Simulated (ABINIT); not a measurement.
# C (P-1) in ABINIT: single point with RPBE

Aim: the single point of C with RPBE.

Everything below comes from runs of ABINIT 10.8.3 (patched build). Logs are shortened: lines on timing, memory, paths and dates and some standing lists are left out, and cuts for length are marked. The log counts tension as positive stress, the text compression.

## (1) The crystal as given

The typed cell holds 2 atoms: a = 2.456 Å, b = 2.456 Å, c = 3.765 Å, α = 108.50°, β = 108.50°, γ = 60.00°.

This is a stacking variant of graphite.

## (2) Single point, RPBE

The input, run.abi:

```
pp_dirpath "./"
pseudos "C.upf"

acell 2.4564546513 2.4564546513 3.7645254168 Angstrom
rprim
     0.8660124496    -0.5000224365     0.0000000000
     0.8660124496     0.5000224365     0.0000000000
    -0.3663329311     0.0000000000     0.9304838438
ntypat 1
znucl 6
natom 2
typat 1 1
xred
     0.9041907400     0.8129655600     0.0192690000
     0.0958092600     0.1870344400     0.9807310000
chkprim 0
chksymtnons 0
tolsym 1.0e-6

ecut 843.552974 eV

kptopt 1
ngkpt 10 10 6
nshiftk 1
shiftk 0.0 0.0 0.0

ixc 15

nband 8
occopt 3
tsmear 0.05 eV

nstep 100
tolvrs 1.0e-10

iomode 3
prtwf 0
prtden 0
prteig 0
prtebands 0
```

Potentials or basis: PseudoDojo NC SR PBE v0.4.1 standard.

Started as:

```bash
abinit run.abi > log 2>&1
```

run.abo:

```text
.Version 10.8.3 of ABINIT
 Symmetries : space group P-1 (#  2); Bravais aP (primitive triclinic)
================================================================================
 Values of the parameters that define the memory need of the present run
     intxc =       0    ionmov =       0      iscf =       7    lmnmax =       4
     lnmax =       4     mgfft =      36  mpssoang =       2    mqgrid =    3001
     natom =       2  nloc_mem =       1    nspden =       1   nspinor =       1
    nsppol =       1      nsym =       2    n1xccc =    2501    ntypat =       1
    occopt =       3   xclevel =       2
       mpw =        1031          nfft =       20736          nkpt =         304
================================================================================
================================================================================

--------------------------------------------------------------------------------
------------- Echo of variables that govern the present computation ------------
--------------------------------------------------------------------------------
 -outvars: echo values of preprocessed input variables --------
            acell      4.6420265317E+00  4.6420265317E+00  7.1139220318E+00 Bohr
              amu      1.20110000E+01
          chkprim           0
      chksymtnons           0
             ecut      3.10000000E+01 Hartree
                       outvar_i_n : Printing only first  50 k-points.
              ixc          15
                       outvar_i_n : Printing only first  50 k-points.
         kptrlatt       10    0    0      0   10    0      0    0    6
          kptrlen      4.26835322E+01
            natom           2
            nband           8
            ngfft          24      24      36
             nkpt         304
            nstep         100
             nsym           2
           ntypat           1
                       prtocc : prtvol=0, do not print more k-points.
           occopt           3
           prtden           0
        prtebands           0
           prteig           0
            prtwf           0
            rprim      8.6601244960E-01 -5.0002243650E-01  0.0000000000E+00
                       8.6601244960E-01  5.0002243650E-01  0.0000000000E+00
                      -3.6633293110E-01  0.0000000000E+00  9.3048384380E-01
          spgroup           2
           tolsym      1.00000000E-06
           tolvrs      1.00000000E-10
           tsmear      1.83746611E-03 Hartree
            typat      1  1
                       outvars : Printing only first  50 k-points.
           xangst      3.6263681796E+00 -1.1205028667E-01  6.7496032810E-02
                      -7.5079718990E-01  1.1205028667E-01  3.4353340471E+00
            xcart      6.8528426911E+00 -2.1174435414E-01  1.2754901660E-01
                      -1.4188010650E+00  2.1174435414E-01  6.4918405000E+00
             xred      9.0419074000E-01  8.1296556000E-01  1.9269000000E-02
                       9.5809260000E-02  1.8703444000E-01  9.8073100000E-01
            znucl        6.00000

================================================================================

 chkinp: Checking input parameters for consistency.

================================================================================
== DATASET  1 ==================================================================

--- !DatasetInfo
iteration_state: {dtset: 1, }
dimensions: {natom: 2, nkpt: 304, mband: 8, nsppol: 1, nspinor: 1, nspden: 1, mpw: 1031, }
cutoff_energies: {ecut:  31.0, pawecutdg:  -1.0, }
electrons: {nelect:   8.00000000E+00, charge:   0.00000000E+00, occopt:   3.00000000E+00, tsmear:   1.83746611E-03, }
meta: {optdriver: 0, ionmov: 0, optcell: 0, iscf: 7, paral_kgb: 0, }
...

 Exchange-correlation functional for the present dataset will be:
  GGA: RPBE functional - ixc=15
  Hammer, L. B. Hansen, and J. K. Norskov, PRB 59, 7413 (1999)

 Real(R)+Recip(G) space primitive vectors, cartesian coordinates (Bohr,Bohr^-1):
 R(1)=  4.0200528 -2.3211174  0.0000000  G(1)=  0.1243765 -0.2154135  0.0489672
 R(2)=  4.0200528  2.3211174  0.0000000  G(2)=  0.1243765  0.2154135  0.0489672
 R(3)= -2.6060639  0.0000000  6.6193895  G(3)=  0.0000000  0.0000000  0.1510713
 Unit cell volume ucvol=  1.2353124E+02 bohr^3
 Angles (23,13,12)=  1.08496630E+02  1.08496630E+02  6.00029688E+01 degrees

 getcut: wavevector=  0.0000  0.0000  0.0000  ngfft=  24  24  36
         ecut(hartree)=     31.000   => boxcut(ratio)=   2.01990

--- Pseudopotential description ------------------------------------------------
- pspini: atom type   1  psp file is ./C.upf
12 -101130 1 -1 1248                          pspcod,pspxc,lmax,lloc,mmax
     nproj     2     2

   6.90154688E+01                                ecore*ucvol(ha*bohr**3)
--------------------------------------------------------------------------------

================================================================================

--- !BeginCycle
iteration_state: {dtset: 1, }
solver: {iscf: 7, nstep: 100, nline: 4, wfoptalg: 0, }
tolerances: {tolvrs: 1.00E-10, }
...

     iter   Etot(hartree)      deltaE(h)  residm     vres2
 ETOT  1  -11.962370217294    -1.196E+01 1.352E-01 1.544E+02
 ETOT  2  -11.993404375791    -3.103E-02 1.969E-02 3.070E+00
 ETOT  3  -11.993612495314    -2.081E-04 3.867E-03 5.067E-01
 ETOT  4  -11.993645682610    -3.319E-05 2.950E-03 8.995E-03
 ETOT  5  -11.993646016378    -3.338E-07 7.000E-04 5.424E-04
 ETOT  6  -11.993646050280    -3.390E-08 7.049E-04 4.218E-06
 ETOT  7  -11.993646050547    -2.675E-10 1.937E-04 1.894E-07
 ETOT  8  -11.993646050558    -1.044E-11 4.269E-04 3.591E-09
 ETOT  9  -11.993646050558    -2.842E-14 4.830E-05 3.733E-11

 At SCF step    9       vres2   =  3.73E-11 < tolvrs=  1.00E-10 =>converged.

 Cartesian components of stress tensor (hartree/bohr^3)
  sigma(1 1)= -1.71006505E-03  sigma(3 2)= -2.28988829E-04
  sigma(2 2)= -6.51119115E-04  sigma(3 1)=  2.34794016E-04
  sigma(3 3)=  5.66141496E-05  sigma(2 1)= -5.78438471E-04

--- !ResultsGS
iteration_state: {dtset: 1, }
comment   : Summary of ground state results
lattice_vectors:
- [  4.0200528,  -2.3211174,   0.0000000, ]
- [  4.0200528,   2.3211174,   0.0000000, ]
- [ -2.6060639,   0.0000000,   6.6193895, ]
lattice_lengths: [   4.64203,    4.64203,    7.11392, ]
lattice_angles: [108.497, 108.497,  60.003, ] # degrees, (23, 13, 12)
lattice_volume:   1.2353124E+02
convergence: {deltae: -2.842E-14, res2:  3.733E-11, residm:  4.830E-05, diffor: null, }
etotal    :  -1.19936461E+01
entropy   :   0.00000000E+00
fermie    :   1.85485962E-01
cartesian_stress_tensor: # hartree/bohr^3
- [ -1.71006505E-03,  -5.78438471E-04,   2.34794016E-04, ]
- [ -5.78438471E-04,  -6.51119115E-04,  -2.28988829E-04, ]
- [  2.34794016E-04,  -2.28988829E-04,   5.66141496E-05, ]
pressure_GPa:   2.2601E+01
xred      :
- [  9.0419E-01,   8.1297E-01,   1.9269E-02,  C]
- [  9.5809E-02,   1.8703E-01,   9.8073E-01,  C]
cartesian_forces: # hartree/bohr
- [ -1.10532993E-01,   1.10811569E-01,  -2.48451227E-02, ]
- [  1.10532993E-01,  -1.10811569E-01,   2.48451227E-02, ]
force_length_stats: {min:   1.58474056E-01, max:   1.58474056E-01, mean:   1.58474056E-01, }
...

 Integrated electronic density in atomic spheres:
 ------------------------------------------------
 Atom  Sphere_radius  Integrated_density
    1        2.00000          4.88714552
    2        2.00000          4.88714552
================================================================================

 ----iterations are completed or convergence reached----

 Mean square residual over all n,k,spin=   89.891E-09; max=  48.301E-06
 reduced coordinates (array xred) for    2 atoms
       0.904190740000      0.812965560000      0.019269000000
       0.095809260000      0.187034440000      0.980731000000
 rms dE/dt=  4.2524E-01; max dE/dt=  7.0156E-01; dE/dt below (all hartree)
    1       0.701555125618      0.187141800121     -0.123596498046
    2      -0.701555125618     -0.187141800121      0.123596498046

 cartesian coordinates (angstrom) at end:
    1      3.62636817956586    -0.11205028667024     0.06749603280973
    2     -0.75079718989540     0.11205028667024     3.43533404709714

 cartesian forces (hartree/bohr) at end:
    1     -0.11053299260873     0.11081156898920    -0.02484512270953
    2      0.11053299260873    -0.11081156898920     0.02484512270953
 frms,max,avg= 9.1495039E-02 1.1081157E-01   0.000E+00  0.000E+00  0.000E+00 h/b

 cartesian forces (eV/Angstrom) at end:
    1     -5.68383500814100     5.69815998158462    -1.27758757729360
    2      5.68383500814100    -5.69815998158462     1.27758757729360
 frms,max,avg= 4.7048641E+00 5.6981600E+00   0.000E+00  0.000E+00  0.000E+00 e/A
 length scales=  4.642026531669  4.642026531669  7.113922031771 bohr
              =  2.456454651300  2.456454651300  3.764525416800 angstroms
 Fermi (or HOMO) energy (hartree) =   0.18549   Average Vxc (hartree)=  -0.36352
 Eigenvalues (hartree) for nkpt= 304  k points:
 kpt#   1, nband=  8, wtk=  0.00167, kpt=  0.0000  0.0000  0.0000 (reduced coord)
  -0.55350   -0.08291   -0.07149    0.23494    0.29921    0.32505    0.61877    0.64102
      occupation numbers for kpt#   1
   2.00000    2.00000    2.00000    0.00000    0.00000    0.00000    0.00000    0.00000
 prteigrs : prtvol=0 or 1, do not print more k-points.

--- !EnergyTerms
iteration_state     : {dtset: 1, }
comment             : Components of total free energy in Hartree
kinetic             :  8.53093734333151E+00
hartree             :  3.78314220847820E+00
xc                  : -4.32665781206620E+00
Ewald energy        : -7.84397728381245E+00
psp_core            :  5.58688387541849E-01
local_psp           : -1.21340779277207E+01
non_local_psp       : -5.61579731478701E-01
internal            : -1.19935248157265E+01
'-kT*entropy'       : -1.21234831334582E-04
total_energy        : -1.19936460505578E+01
total_energy_eV     : -3.26363735179313E+02
band_energy         : -1.32642508350122E+00
...

 Cartesian components of stress tensor (hartree/bohr^3)
  sigma(1 1)= -1.71006505E-03  sigma(3 2)= -2.28988829E-04
  sigma(2 2)= -6.51119115E-04  sigma(3 1)=  2.34794016E-04
  sigma(3 3)=  5.66141496E-05  sigma(2 1)= -5.78438471E-04

-Cartesian components of stress tensor (GPa)         [Pressure=  2.2601E+01 GPa]
- sigma(1 1)= -5.03118508E+01  sigma(3 2)= -6.73708396E+00
- sigma(2 2)= -1.91565858E+01  sigma(3 1)=  6.90787846E+00
- sigma(3 3)=  1.66564579E+00  sigma(2 1)= -1.70182474E+01

== END DATASET(S) ==============================================================
================================================================================

 -outvars: echo values of variables after computation  --------
            acell      4.6420265317E+00  4.6420265317E+00  7.1139220318E+00 Bohr
           etotal     -1.1993646051E+01
            fcart     -1.1053299261E-01  1.1081156899E-01 -2.4845122710E-02
                       1.1053299261E-01 -1.1081156899E-01  2.4845122710E-02
            rprim      8.6601244960E-01 -5.0002243650E-01  0.0000000000E+00
                       8.6601244960E-01  5.0002243650E-01  0.0000000000E+00
                      -3.6633293110E-01  0.0000000000E+00  9.3048384380E-01
           strten     -1.7100650502E-03 -6.5111911529E-04  5.6614149589E-05
                      -2.2898882934E-04  2.3479401638E-04 -5.7843847127E-04
           xangst      3.6263681796E+00 -1.1205028667E-01  6.7496032810E-02
                      -7.5079718990E-01  1.1205028667E-01  3.4353340471E+00
             xred      9.0419074000E-01  8.1296556000E-01  1.9269000000E-02
                       9.5809260000E-02  1.8703444000E-01  9.8073100000E-01
 Calculation completed.
```

Run time: 37 s. Hardware: 1 thread of Intel Xeon Platinum 8488C (Sapphire Rapids), shared host; peak memory 0.09 GiB.

Results:

| Quantity | Value |
| --- | --- |
| Free energy | -326.3637 eV |
| Largest force | 8.149 eV/Å |
| Band gap on the k mesh | none (metal or under the smearing width) |
| All electrons inside the program's atomic spheres | C 4.89 (radii [1.0584] Å) |

Forces in eV/Å, atoms in the order of the input:
```
C   -5.684  5.698 -1.278
C    5.684 -5.698  1.278
```

Levels at points of the mesh, in eV from the Fermi level:
| k point | band 2 | band 3 | band 4 | band 5 | band 6 | band 7 |
| --- | --- | --- | --- | --- | --- | --- |
| (0.00, 0.00, 0.00) | -7.30 | -6.99 | 1.35 | 3.09 | 3.80 | 11.79 |
| (0.50, 0.00, 0.00) | -11.92 | -8.83 | -3.99 | 4.19 | 6.83 | 12.69 |
| (0.00, 0.50, 0.00) | -14.43 | -5.00 | -1.84 | 0.34 | 4.83 | 11.66 |
| (0.50, 0.50, 0.00) | -14.53 | -5.06 | -2.15 | -0.36 | 5.31 | 12.57 |
| (0.00, 0.00, 0.50) | -8.78 | -7.00 | 1.42 | 3.08 | 9.46 | 10.65 |
| (0.50, 0.00, 0.50) | -11.85 | -8.86 | -4.56 | 4.17 | 6.56 | 11.27 |
| (0.00, 0.50, 0.50) | -14.37 | -5.02 | -2.62 | 0.17 | 4.68 | 12.62 |
| (0.50, 0.50, 0.50) | -14.59 | -5.04 | -1.39 | -0.28 | 5.47 | 11.52 |

Caveat: the cutoff is too short for stress, so the log's stress isn't used; the potentials were made for another functional, which shifts forces and pressure.
